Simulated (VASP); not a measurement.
# CdS (F-43m): a series in biaxial strain in the (110) plane, part 2 of 2

How do the elastic response and the band edges of CdS follow biaxial strain in the (110) plane?

VASP 6.6.1, plane waves and PAW; the level of theory is named at each step.

So far. Step 5 (Band edges, r2SCAN with spin-orbit coupling): The run ends at a pressure of 5.34 GPa, with forces up to 0.036 eV/Å.

### Step 6. The table

Runs beyond LDA use the data sets made with LDA; this shifts their levels slightly, and their total energies have another zero (at TB-mBJ, which has no energy functional, they mean nothing).

The other members went through these steps as far as the tables show, with the same cutoff and, step by step, the same mesh; 41 runs are not shown. The session took 7.7 core hours (wall time by ranks) on a shared machine.

```
in-plane strain (%)  strain along the normal (%)  mean of the two in-plane stresses, tension positive (GPa)  energy above the unstrained row (meV/atom)  gap on the mesh, LDA (eV)
             -2.000                        2.208                                                     -1.860                                       6.132                      0.926
             -1.500                        1.646                                                     -1.409                                       3.552                      0.939
             -1.000                        1.092                                                     -0.947                                       1.667                      0.950
             -0.500                        0.546                                                     -0.477                                       0.473                      0.958
                  0                        0.000                                                     -0.007                                       0.000                      0.965
              0.500                       -0.523                                                      0.476                                       0.229                      0.928
              1.000                       -1.041                                                      0.962                                       1.182                      0.889
              1.500                       -1.549                                                      1.453                                       2.865                      0.848
              2.000                       -2.045                                                      1.947                                       5.280                      0.805
```

Slopes at zero strain, from cubics through all rows: strain ratio -1.068, stress over strain 96 GPa.

Band edges at TB-mBJ with spin-orbit coupling, counted from the valence-band top at Γ, spin-orbit pairs averaged, with one row partly withheld:

```
in-plane strain (%)  gap (eV)  conduction band at Γ (eV)  Δ or X valley along z (eV)  Δ or X valley along x (eV)  lowest conduction level at L, [111] (eV)  lowest conduction level at L, [-111] (eV)  second valence level below the top (eV)  third valence level below the top (eV)
             -2.000     2.643                      2.643                       4.428                       4.625                                     4.467                                      4.197                                    0.032                                   0.157
             -1.500     2.657                      2.658                       4.519                       4.647                                     4.443                                      4.245                                    0.025                                   0.119
             -1.000     2.669                      2.670                       4.596                       4.667                                     4.419                                      4.290                                    0.019                                   0.084
             -0.500     2.679                      2.679                       4.659                       4.686                                     4.396                                      4.333                                    0.014                                   0.049
                  0     2.684                      2.685                       4.703                       4.703                                     4.373                                      4.373                                    0.000                                   0.025
              0.500     2.656                      2.657                       4.700                       4.688                                     4.319                                      4.378                                    0.031                                   0.051
              1.000     2.623                      2.623                       4.677                       4.669                                     4.263                                      4.376                                    0.066                                   0.085
              1.500         ?                          ?                       4.641                       4.648                                     4.206                                      4.370                                    0.102                                   0.121
              2.000     2.545                      2.545                       4.596                       4.626                                     4.150                                      4.361                                    0.139                                   0.158
```

Conduction masses, in electron masses:

```
in-plane strain (%)  conduction mass at Γ, along the strain axis or the normal of the plane  conduction mass at Γ, across the strain axis or in the plane
             -2.000                                                                   0.228                                                         0.261
             -1.500                                                                   0.231                                                         0.258
             -1.000                                                                   0.238                                                         0.255
             -0.500                                                                   0.240                                                         0.250
                  0                                                                   0.244                                                         0.244
              0.500                                                                   0.247                                                         0.239
              1.000                                                                   0.255                                                         0.238
              1.500                                                                   0.257                                                         0.233
              2.000                                                                   0.261                                                         0.230
```

Band edges at r2SCAN with spin-orbit coupling, counted from the valence-band top at Γ, spin-orbit pairs averaged:

```
in-plane strain (%)  gap (eV)  conduction band at Γ (eV)  Δ or X valley along z (eV)  Δ or X valley along x (eV)  lowest conduction level at L, [111] (eV)  lowest conduction level at L, [-111] (eV)  second valence level below the top (eV)  third valence level below the top (eV)
             -2.000     1.625                      1.625                       3.495                       3.707                                     3.630                                      3.320                                    0.038                                   0.174
             -1.500     1.637                      1.637                       3.586                       3.724                                     3.599                                      3.372                                    0.030                                   0.134
             -1.000     1.646                      1.647                       3.663                       3.740                                     3.568                                      3.421                                    0.024                                   0.095
             -0.500     1.653                      1.653                       3.725                       3.755                                     3.538                                      3.466                                    0.017                                   0.059
                  0     1.657                      1.657                       3.769                       3.769                                     3.510                                      3.510                                    0.000                                   0.036
              0.500     1.626                      1.626                       3.764                       3.751                                     3.450                                      3.517                                    0.033                                   0.062
              1.000     1.588                      1.588                       3.740                       3.727                                     3.386                                      3.516                                    0.070                                   0.098
              1.500     1.546                      1.547                       3.702                       3.702                                     3.323                                      3.511                                    0.110                                   0.136
              2.000     1.502                      1.502                       3.654                       3.677                                     3.260                                      3.503                                    0.150                                   0.176
```

Conduction masses, in electron masses:

```
in-plane strain (%)  conduction mass at Γ, along the strain axis or the normal of the plane  conduction mass at Γ, across the strain axis or in the plane
             -2.000                                                                   0.149                                                         0.170
             -1.500                                                                   0.151                                                         0.167
             -1.000                                                                   0.153                                                         0.163
             -0.500                                                                   0.155                                                         0.160
                  0                                                                   0.157                                                         0.157
              0.500                                                                   0.158                                                         0.153
              1.000                                                                   0.160                                                         0.151
              1.500                                                                   0.162                                                         0.148
              2.000                                                                   0.163                                                         0.145
```

### Step 7. Fit and prediction

The quantity to fit is the conduction level at Γ above the mean of the three top valence levels at TB-mBJ with spin-orbit coupling: 2.706, 2.706, 2.704, 2.700, 2.693, 2.684, 2.673, 2.644 eV in the rows shown.

A least-squares parabola through the 8 rows shown, with e the strain in %: E = − 0.004576 e² − 0.01551 e + 2.693 (eV), r.m.s. residual 2.8e-4 eV.

For the withheld row, e = 1.5, the fit gives 2.6597 eV.

### Step 8. Checking the prediction

The calculation gives 2.6598 eV, so the prediction is 0.0001 eV too low.

### Step 9. Summary of results

| Property | Result |
| --- | --- |
| ratio of normal to in-plane strain | -1.068 |
| biaxial modulus | 96 GPa |
| gap of the unstrained cell, TB-mBJ with spin-orbit coupling | 2.68 eV |
| gap of the unstrained cell, r2SCAN with spin-orbit coupling | 1.66 eV |
| slope at zero strain of the conduction level at Γ above the mean of the three top valence levels, TB-mBJ with spin-orbit coupling | -16 meV per % |
| error of the predicted row | -0.1 meV |

As a check, the curvature of the energy gives 95 GPa for the same modulus (energy per volume = M × strain²), 0 % from the slope of the stress. At TB-mBJ with spin-orbit coupling the lowest conduction valley is Γ throughout, and the gap runs between 2.54 and 2.68 eV. At r2SCAN with spin-orbit coupling the lowest conduction valley is Γ throughout, and the gap runs between 1.50 and 1.66 eV. Hole masses are left out throughout, since the top bands are degenerate or cross in many series; of conduction masses, those of the Γ, L and (for Si and Ge under (001) strain) Δ valleys are kept where they change by under an eighth between rows. TB-mBJ is a potential fitted for gaps; it has no energy functional, so its total energies and forces mean nothing, and its bands tend to come out too narrow. r2SCAN opens gaps somewhat over GGA but leaves them below measured values as a rule. Δ or X levels are the lowest on their line, refined by a parabola unless they lie at X; the gap is read from all points sampled and can differ from the lowest valley by some meV, or by tens of meV where strain moves the valence top off Γ. Temperature, zero-point motion and excitons are left out.

[Lines on the potential files, build, host, timing and source positions are cut from VASP's logs without a mark.]

[Logs are printed without paths, hosts, clocks, repeated set-up lines and the standing remarks that a program may print on its own settings, such as how far it seeks lower states.]

[Hosts, paths, dates, database ids (printed as entryN), source tags and the programs' standing remarks are cut or masked in the printed files.]

[In band tables of VASP the shares of atoms and orbitals are scaled to a sum of 1 inside the atoms' spheres.]
